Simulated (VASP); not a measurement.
A calculation with VASP 6.6.1 of TiAl (ASE script, structure by space group and Wyckoff sites):

File run.py:

```python
from ase.calculators.vasp import Vasp
from ase.dft.bandgap import bandgap
from ase.spacegroup import crystal

atoms = crystal(
    ['Ti', 'Al'],
    basis=[[0.0, 0.0, 0.0], [0.5, 0.5, 0.5]],
    spacegroup=221,
    setting=1,
    cellpar=[3.179064, 3.179064, 3.179064, 90.0, 90.0, 90.0],
    primitive_cell=True,
)
calc = Vasp(
    directory='calc',
    xc='rpbe',
    pp='PBE',
    setups='recommended',
    prec='Accurate',
    encut=520,
    ediff=1e-06,
    ismear=0,
    sigma=0.02,
    lreal=False,
    lasph=True,
    nelm=80,
    algo='Normal',
    isif=2,
    lwave=False,
    lcharg=True,
    lelf=True,
    lvhar=True,
    kpts=[8, 8, 8],
    gamma=True,
)
atoms.calc = calc

print('energy (eV):', atoms.get_potential_energy())
print('free energy (eV):', atoms.get_potential_energy(force_consistent=True))
print('forces (eV/A):')
print(atoms.get_forces())
print('stress (eV/A^3, Voigt):', atoms.get_stress())
print('Fermi level (eV):', calc.get_fermi_level())
gap, top, bottom = bandgap(calc)
print('band gap (eV):', gap, 'from (spin, k, band)', top, 'to', bottom)
```

Potentials or basis: VASP PAW PBE potentials, release 64 (Ti_sv, Al).

Run with:

```bash
$ python run.py
```

The cell comes from a database or a generator and needn't be the stable form of this composition.

Write the same calculation in another form: native input, structure from a POSCAR.

As run:

The input INCAR:

```
SYSTEM = TiAl
  PREC = Accurate
  ENCUT = 520
  EDIFF = 1E-6
  ISMEAR = 0
  SIGMA = 0.02
  LREAL = .FALSE.
  LASPH = .TRUE.
  NELM = 60
  ALGO = Normal
  ISIF = 2
  LWAVE = .FALSE.
  LCHARG = .FALSE.
  GGA = RP
  NBANDS = 14
```

File KPOINTS:

```
Automatic mesh
0
G
  8 8 8
  0 0 0
```

The input POSCAR:

```
TiAl
1.0
    3.1790640000      0.0000000000      0.0000000000
    0.0000000000      3.1790640000      0.0000000000
    0.0000000000      0.0000000000      3.1790640000
Ti Al
1 1
Direct
    0.0000000000      0.0000000000      0.0000000000
    0.5000000000      0.5000000000      0.5000000000
```

Potentials or basis: VASP PAW PBE potentials, release 64 (Ti_sv, Al).

Command:

```sh
$ cat potpaw_PBE.64/Ti_sv/POTCAR potpaw_PBE.64/Al/POTCAR > POTCAR
$ mpirun -np 1 vasp_std > vasp.out
```

Both were run:

|  | ASE script, structure by space group and Wyckoff sites | native input, structure from a POSCAR |
| --- | --- | --- |
| Pressure | 3.3 GPa | 3.3 GPa |
| Band gap on the k mesh | none (metal or under the smearing width) | none (metal or under the smearing width) |

Keys that steer only the numerical path or the files written may differ.

Caveat: the PAW data sets were made with another functional, which shifts forces and pressure a little.
